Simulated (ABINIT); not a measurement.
# CoSi2 (Fm-3m) in ABINIT: convergence with tolvrs

Aim: find how far tolvrs must go before the results for CoSi2 settle, at PBE. This setting moves, with any that are tied to it; all else stays.

Program: ABINIT 10.8.3 (patched build). These are calculated values, not measurements. Logs are shortened: lines on timing, memory, paths and dates and some standing lists are left out, and cuts for length are marked. The log counts tension as positive stress, the text compression.

### 1 The structure

It takes space group Fm-3m (No. 225, cubic). The conventional cell has a = 5.356 Å, b = 5.356 Å, c = 5.356 Å, α = 90.00°, β = 90.00°, γ = 90.00°. Co (site symmetry m-3m) is surrounded by 8 Si at 2.32 Å. Around Si (site symmetry -43m) lie 4 Co at 2.32 Å.

### 2 With tolvrs 0.01

run.abi

```
# Pseudopotentials
pp_dirpath "./"
pseudos "Co.GGA_PBE-JTH.xml, Si.GGA_PBE-JTH.xml"

# Structure
acell 3.78726392 3.78726392 3.78726392 Angstrom
rprim
     0.0000000000     0.7071067812     0.7071067812
     0.7071067812     0.0000000000     0.7071067812
     0.7071067812     0.7071067812     0.0000000000
ntypat 2
znucl 27 14
natom 3
typat 1 2 2
xred
     0.0000000000     0.0000000000     0.0000000000
     0.7500000000     0.7500000000     0.7500000000
     0.2500000000     0.2500000000     0.2500000000

# Plane-wave basis
ecut 26.0
pawecutdg 48.0
pawxcdev 0

# k points
kptopt 1
ngkpt 9 9 9
nshiftk 1
shiftk 0.0 0.0 0.0

# Exchange and correlation
ixc 11

# Bands and occupations
nband 17
occopt 4
tsmear 0.1 eV

# Spin
nsppol 2
spinat
     0.0000000000     0.0000000000     2.0000000000
     0.0000000000     0.0000000000     0.0000000000
     0.0000000000     0.0000000000     0.0000000000

# SCF cycle
nstep 100
tolvrs 0.01

# Output
iomode 3
prtwf 0
prtden 0
prteig 0
prtebands 0
enunit 1
```

Potentials or basis: JTH PAW PBE v2.0.

Command:

```bash
abinit run.abi > log 2>&1
```

run.abo:

```text
.Version 10.8.3 of ABINIT
 Symmetries : space group Fm -3 m (#225); Bravais cF (face-center cubic)
================================================================================
 Values of the parameters that define the memory need of the present run
     intxc =       0    ionmov =       0      iscf =      17    lmnmax =      18
     lnmax =       6     mgfft =      36  mpssoang =       3    mqgrid =    3001
     natom =       3  nloc_mem =       2    nspden =       2   nspinor =       1
    nsppol =       2      nsym =      48    n1xccc =       1    ntypat =       2
    occopt =       4   xclevel =       2
       mpw =        1655          nfft =       46656          nkpt =          35
 PAW method is used; the additional fine FFT grid is defined by:
   mgfftf=        48    nfftf =    110592
================================================================================
================================================================================

--------------------------------------------------------------------------------
------------- Echo of variables that govern the present computation ------------
--------------------------------------------------------------------------------
 -outvars: echo values of preprocessed input variables --------
            acell      7.1568915753E+00  7.1568915753E+00  7.1568915753E+00 Bohr
              amu      5.89332000E+01  2.80855000E+01
             ecut      2.60000000E+01 Hartree
           enunit           1
              ixc          11
         kptrlatt        9    0    0      0    9    0      0    0    9
          kptrlen      6.44120242E+01
            natom           3
            nband          17
            ngfft          36      36      36
          ngfftdg          48      48      48
             nkpt          35
           nspden           2
           nsppol           2
            nstep         100
             nsym          48
           ntypat           2
           occopt           4
        pawecutdg      4.80000000E+01 Hartree
         pawxcdev           0
           prtden           0
        prtebands           0
           prteig           0
            prtwf           0
            rprim      0.0000000000E+00  7.0710678120E-01  7.0710678120E-01
                       7.0710678120E-01  0.0000000000E+00  7.0710678120E-01
                       7.0710678120E-01  7.0710678120E-01  0.0000000000E+00
          spgroup         225
           spinat      0.0000000000E+00  0.0000000000E+00  2.0000000000E+00
                       0.0000000000E+00  0.0000000000E+00  0.0000000000E+00
                       0.0000000000E+00  0.0000000000E+00  0.0000000000E+00
           tolvrs      1.00000000E-02
           tsmear      3.67493222E-03 Hartree
            typat      1  2  2
           useylm           1
           xangst      0.0000000000E+00  0.0000000000E+00  0.0000000000E+00
                       4.0170000000E+00  4.0170000000E+00  4.0170000000E+00
                       1.3390000000E+00  1.3390000000E+00  1.3390000000E+00
            xcart      0.0000000000E+00  0.0000000000E+00  0.0000000000E+00
                       7.5910298478E+00  7.5910298478E+00  7.5910298478E+00
                       2.5303432826E+00  2.5303432826E+00  2.5303432826E+00
             xred      0.0000000000E+00  0.0000000000E+00  0.0000000000E+00
                       7.5000000000E-01  7.5000000000E-01  7.5000000000E-01
                       2.5000000000E-01  2.5000000000E-01  2.5000000000E-01
            znucl       27.00000   14.00000

================================================================================

 chkinp: Checking input parameters for consistency.

================================================================================
== DATASET  1 ==================================================================

--- !DatasetInfo
iteration_state: {dtset: 1, }
dimensions: {natom: 3, nkpt: 35, mband: 17, nsppol: 2, nspinor: 1, nspden: 2, mpw: 1655, }
cutoff_energies: {ecut:  26.0, pawecutdg:  48.0, }
[... 121 lines left out ...]
================================================================================

 ----iterations are completed or convergence reached----

 Mean square residual over all n,k,spin=   16.168E-06; max=  38.556E-05
 reduced coordinates (array xred) for    3 atoms
       0.000000000000      0.000000000000      0.000000000000
       0.750000000000      0.750000000000      0.750000000000
       0.250000000000      0.250000000000      0.250000000000
 rms dE/dt=  6.4989E-26; max dE/dt=  1.3786E-25; dE/dt below (all hartree)
    1       0.000000000000      0.000000000000      0.000000000000
    2       0.000000000000      0.000000000000     -0.000000000000
    3       0.000000000000      0.000000000000      0.000000000000

 cartesian coordinates (angstrom) at end:
    1      0.00000000000000     0.00000000000000     0.00000000000000
    2      4.01700000003914     4.01700000003914     4.01700000003914
    3      1.33900000001305     1.33900000001305     1.33900000001305

 cartesian forces (hartree/bohr) at end:
    1     -0.00000000000000    -0.00000000000000     0.00000000000000
    2      0.00000000000000     0.00000000000000    -0.00000000000000
    3     -0.00000000000000    -0.00000000000000     0.00000000000000
 frms,max,avg= 1.0485467E-26 1.8161361E-26   0.000E+00  0.000E+00  0.000E+00 h/b

 cartesian forces (eV/Angstrom) at end:
    1     -0.00000000000000    -0.00000000000000     0.00000000000000
    2      0.00000000000000     0.00000000000000    -0.00000000000000
    3     -0.00000000000000    -0.00000000000000     0.00000000000000
 frms,max,avg= 5.3918438E-25 9.3389474E-25   0.000E+00  0.000E+00  0.000E+00 e/A
 length scales=  7.156891575332  7.156891575332  7.156891575332 bohr
              =  3.787263920000  3.787263920000  3.787263920000 angstroms
 Fermi (or HOMO) energy (eV) =  10.60568   Average Vxc (eV)= -11.64492
 Eigenvalues (   eV  ) for nkpt=  35  k points, SPIN UP:
 kpt#   1, nband= 17, wtk=  0.00137, kpt=  0.0000  0.0000  0.0000 (reduced coord)
 -84.11000  -47.42303  -47.42302  -47.42301   -2.51650    6.55899    6.55903    6.55903
   8.75788    8.75788   11.35616   14.06605   14.06610   14.06619   14.12307   14.12307
  14.12307
 prteigrs : prtvol=0 or 1, do not print more k-points.

 Eigenvalues (   eV  ) for nkpt=  35  k points, SPIN DOWN:
 kpt#   1, nband= 17, wtk=  0.00137, kpt=  0.0000  0.0000  0.0000 (reduced coord)
 -84.11188  -47.42435  -47.42433  -47.42432   -2.51549    6.56070    6.56071    6.56074
   8.75877    8.75878   11.35758   14.06590   14.06593   14.06600   14.12594   14.12594
  14.12594
 prteigrs : prtvol=0 or 1, do not print more k-points.

--- !EnergyTerms
iteration_state     : {dtset: 1, }
comment             : Components of total free energy in Hartree
kinetic             :  1.52278503867177E+01
hartree             :  5.59206327022043E+01
xc                  : -8.09170456593138E+00
Ewald energy        : -8.52028049812036E+01
psp_core            :  2.37111894562413E+00
local_psp           : -1.63715531553200E+02
PAW spherical_terms :  2.90322298602371E+01
internal            : -1.54458209205552E+02
'-kT*entropy'       :  1.53265904156191E-05
total_energy        : -1.54458193878962E+02
total_energy_eV     : -4.20302157249704E+03
...

--- !EnergyTermsDC
iteration_state     : {dtset: 1, }
comment             : '"Double-counting" decomposition of free energy'
band_energy         : -1.25013318066131E+01
Ewald energy        : -8.52028049812036E+01
psp_core            :  2.37111894562413E+00
xc_dc               : -5.62740639979804E+01
PAW spherical_terms : -2.82469856623480E+00
internal            : -1.54431780406408E+02
'-kT*entropy'       :  1.53265904156191E-05
total_energy_dc     : -1.54431765079817E+02
total_energy_dc_eV  : -4.20230240823551E+03
...

--- !EnergyTermsWithPAWCore
iteration_state     : {dtset: 1, }
comment             : 'Components of total free energy, including PAW core contributions'
Total energy        : -1.97359780980509E+03
Total energy DC     : -1.97357138100594E+03
Total energy (eV)   : -5.37043322968284E+04
Total energy DC (eV): -5.37036131325669E+04
...

 Cartesian components of stress tensor (hartree/bohr^3)
  sigma(1 1)= -1.29889354E-04  sigma(3 2)=  0.00000000E+00
  sigma(2 2)= -1.29889354E-04  sigma(3 1)=  0.00000000E+00
  sigma(3 3)= -1.29889354E-04  sigma(2 1)=  0.00000000E+00

-Cartesian components of stress tensor (GPa)         [Pressure=  3.8215E+00 GPa]
- sigma(1 1)= -3.82147674E+00  sigma(3 2)=  0.00000000E+00
- sigma(2 2)= -3.82147674E+00  sigma(3 1)=  0.00000000E+00
- sigma(3 3)= -3.82147674E+00  sigma(2 1)=  0.00000000E+00

== END DATASET(S) ==============================================================
================================================================================

 -outvars: echo values of variables after computation  --------
            acell      7.1568915753E+00  7.1568915753E+00  7.1568915753E+00 Bohr
           etotal     -1.5443176508E+02
            fcart     -9.0806806315E-27 -6.6833732639E-44  9.0806806315E-27
                       1.8161361263E-26  1.3366746528E-43 -1.8161361263E-26
                      -9.0806806315E-27 -6.6833732639E-44  9.0806806315E-27
            rprim      0.0000000000E+00  7.0710678120E-01  7.0710678120E-01
                       7.0710678120E-01  0.0000000000E+00  7.0710678120E-01
                       7.0710678120E-01  7.0710678120E-01  0.0000000000E+00
           strten     -1.2988935424E-04 -1.2988935424E-04 -1.2988935424E-04
                       0.0000000000E+00  0.0000000000E+00  0.0000000000E+00
           xangst      0.0000000000E+00  0.0000000000E+00  0.0000000000E+00
                       4.0170000000E+00  4.0170000000E+00  4.0170000000E+00
                       1.3390000000E+00  1.3390000000E+00  1.3390000000E+00
             xred      0.0000000000E+00  0.0000000000E+00  0.0000000000E+00
                       7.5000000000E-01  7.5000000000E-01  7.5000000000E-01
                       2.5000000000E-01  2.5000000000E-01  2.5000000000E-01
 Calculation completed.
```

It took 1.8 min on 1 thread of Arm Neoverse V1, shared host; peak memory 0.19 GiB.

Results:

| Property | Result |
| --- | --- |
| Free energy | -4202.3024 eV |
| Pressure | 3.8 GPa |
| Band gap on the k mesh | none (metal or under the smearing width) |
| Net moment | 0.00 μB per cell |
| Valence electrons inside the program's atomic spheres | Co 15.90; Si 1.53 |

### 3 With tolvrs 0.001

run.abi, as its differences from that of step 2:

```diff
@@ -47,3 +47,3 @@
 nstep 100
-tolvrs 0.01
+tolvrs 0.001
```

Potentials or basis: JTH PAW PBE v2.0.

Command:

```bash
abinit run.abi > log 2>&1
```

It took 1.9 min on 1 thread of Arm Neoverse V1, shared host; peak memory 0.19 GiB.

Results (log left out):

```
Free energy                                           : -4202.3032 eV
Pressure                                              : 2.5 GPa
Band gap on the k mesh                                : none (metal or under the smearing width)
Net moment                                            : 0.00 μB per cell
Valence electrons inside the program's atomic spheres : Co 15.90; Si 1.53
```

### 4 With tolvrs 0.0001

run.abi, as its differences from that of step 3:

```diff
@@ -47,3 +47,3 @@
 nstep 100
-tolvrs 0.001
+tolvrs 0.0001
```

Command:

```bash
abinit run.abi > log 2>&1
```

Run time: 2.6 min. Hardware: 1 thread of Arm Neoverse V1, shared host; peak memory 0.19 GiB.

Results (log left out):

* Free energy: -4202.3040 eV
* Pressure: 0.6 GPa
* Band gap on the k mesh: none (metal or under the smearing width)
* Net moment: 0.00 μB per cell
* Valence electrons inside the program's atomic spheres: Co 15.90; Si 1.53

### 5 With tolvrs 1e-05

run.abi, as its differences from that of step 4:

```diff
@@ -47,3 +47,3 @@
 nstep 100
-tolvrs 0.0001
+tolvrs 1.0e-5
```

Command:

```bash
abinit run.abi > log 2>&1
```

Run time: 2.7 min. Hardware: 1 thread of Arm Neoverse V1, shared host; peak memory 0.19 GiB.

Results (log left out):

| Item | Value |
| --- | --- |
| Free energy | -4202.3040 eV |
| Pressure | 0.5 GPa |
| Band gap on the k mesh | none (metal or under the smearing width) |
| Net moment | 0.00 μB per cell |
| Valence electrons inside the program's atomic spheres | Co 15.90; Si 1.53 |

### 6 With tolvrs 1e-06

run.abi, as its differences from that of step 5:

```diff
@@ -47,3 +47,3 @@
 nstep 100
-tolvrs 1.0e-5
+tolvrs 1.0e-6
```

Potentials or basis: JTH PAW PBE v2.0.

Command:

```bash
abinit run.abi > log 2>&1
```

Wall time 3 min (1 thread of Arm Neoverse V1, shared host); peak memory 0.19 GiB.

Results (log left out):

```yaml
Free_energy: -4202.3040 eV
Pressure: 0.5 GPa
Band_gap_on_the_k_mesh: none (metal or under the smearing width)
Net_moment: 0.00 μB per cell
Valence_electrons_inside_the_program's_atomic_spheres: Co 15.90; Si 1.53
```

### 7 With tolvrs 1e-08

run.abi, as its differences from that of step 6:

```diff
@@ -47,3 +47,3 @@
 nstep 100
-tolvrs 1.0e-6
+tolvrs 1.0e-8
```

Command:

```bash
abinit run.abi > log 2>&1
```

Run time: 3.5 min. Hardware: 1 thread of Arm Neoverse V1, shared host; peak memory 0.19 GiB.

The run converged. Its results:

| Quantity | Value |
| --- | --- |
| Free energy | -4202.3041 eV |
| Pressure | 0.5 GPa |
| Band gap on the k mesh | none (metal or under the smearing width) |
| Net moment | 0.00 μB per cell |
| Valence electrons inside the program's atomic spheres | Co 15.90; Si 1.53 |

### 8 With tolvrs 1e-10

run.abi, as its differences from that of step 7:

```diff
@@ -47,3 +47,3 @@
 nstep 100
-tolvrs 1.0e-8
+tolvrs 1.0e-10
```

Command:

```bash
abinit run.abi > log 2>&1
```

It took 5.9 min on 1 thread of Arm Neoverse V1, shared host; peak memory 0.19 GiB.

The run converged. Its results:

```
Free energy                                           : -4202.3041 eV
Pressure                                              : 0.5 GPa
Band gap on the k mesh                                : none (metal or under the smearing width)
Net moment                                            : 0.00 μB per cell
Valence electrons inside the program's atomic spheres : Co 15.90; Si 1.53
```

### 9 With tolvrs 1e-13

run.abi, as its differences from that of step 8:

```diff
@@ -47,3 +47,3 @@
 nstep 100
-tolvrs 1.0e-10
+tolvrs 1.0e-13
```

Potentials or basis: JTH PAW PBE v2.0.

Command:

```bash
abinit run.abi > log 2>&1
```

Run time: 7.6 min. Hardware: 1 thread of Arm Neoverse V1, shared host; peak memory 0.19 GiB.

The run converged. Its results:

* Free energy: -4202.3041 eV
* Pressure: 0.5 GPa
* Band gap on the k mesh: none (metal or under the smearing width)
* Net moment: 0.00 μB per cell
* Valence electrons inside the program's atomic spheres: Co 15.90; Si 1.53

### 10 Result

| tolvrs | energy less the tightest run (meV/atom) | pressure (GPa) | SCF cycles | CPU time (s) | peak memory (GiB) |
| --- | --- | --- | --- | --- | --- |
| 0.01 | 0.55 | 3.82 | 17 | 110 | 0.19 |
| 0.001 | 0.30 | 2.46 | 18 | 120 | 0.19 |
| 0.0001 | 0.02 | 0.64 | 25 | 160 | 0.19 |
| 1e-05 | 0.02 | 0.46 | 26 | 160 | 0.19 |
| 1e-06 | 0.01 | 0.51 | 29 | 180 | 0.19 |
| 1e-08 | 0.00 | 0.52 | 34 | 210 | 0.19 |
| 1e-10 | 0.00 | 0.50 | 58 | 350 | 0.19 |
| 1e-13 | 0.00 | 0.50 | 75 | 460 | 0.19 |

Against the tightest run, the energy stays within 1 meV/atom from 0.01 on; the pressure stays within 0.1 GPa from 1e-05 on. The tightest run that finished is the yardstick and may itself not be fully converged.

Caveats: the starting moments collapsed, and a magnetic state may lie lower.
